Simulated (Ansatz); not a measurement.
A generator proposed this cell of Au.

Space group Cmmm (No. 65). a = 2.880 Å, b = 3.970 Å, c = 6.411 Å, α = 90.00°, β = 90.00°, γ = 90.00°
```csv
atom,site,symmetry,x,y,z
Au,4k,mm2,0.0000,0.0000,0.3068
```

Method: Ansatz 0.2.0, DFT PBE, scalar-relativistic, plane waves, PAW. Cutoff 420 eV; k points 8×8×4 on the computed 2-atom cell (Γ-centred); Gaussian smearing, width 0.10 eV; no spin polarisation.

Energies count from the standard state of Au at the same level.

Question: How far from equilibrium is it?

Answer: The pressure is 61.2 GPa (the mean over three directions, positive in compression), the largest force is 3.74 eV/Å, and the energy is +1.31 eV/atom against the standard state. The shortest distance is 2.45 Å.

Question: How much does it gain on relaxing, and where does it end?

Answer: Relaxing gains about 1.2 eV/atom (the start's value is from the coarse mesh, so the gain is rough) in 17 ionic steps and ends at +0.07 eV/atom on the finer mesh. The symmetry goes from Cmmm (No. 65) to P6/mmm (No. 191), and the primitive cell from 2 to 1 atom. The end has the simple hexagonal type. The volume per atom grows by 5.6 %, from 18.3 to 19.4 Å³. The shortest distance goes from 2.45 Å (Au–Au) to 2.80 Å (Au–Au). Conventional cell: a = 2.823 Å, c = 2.805 Å. Au has 8 Au at 2.80–2.82 Å.

The last run used a 24×24×20 mesh (in the run's order of axes) for its 1-atom cell and Gaussian smearing of 0.10 eV. These runs have no spin–orbit coupling, which can matter for Au. The relaxation can't lower the symmetry of the start. A later test with randomly moved atoms came back to the same energy, though modes that don't fit the test's cell weren't probed.
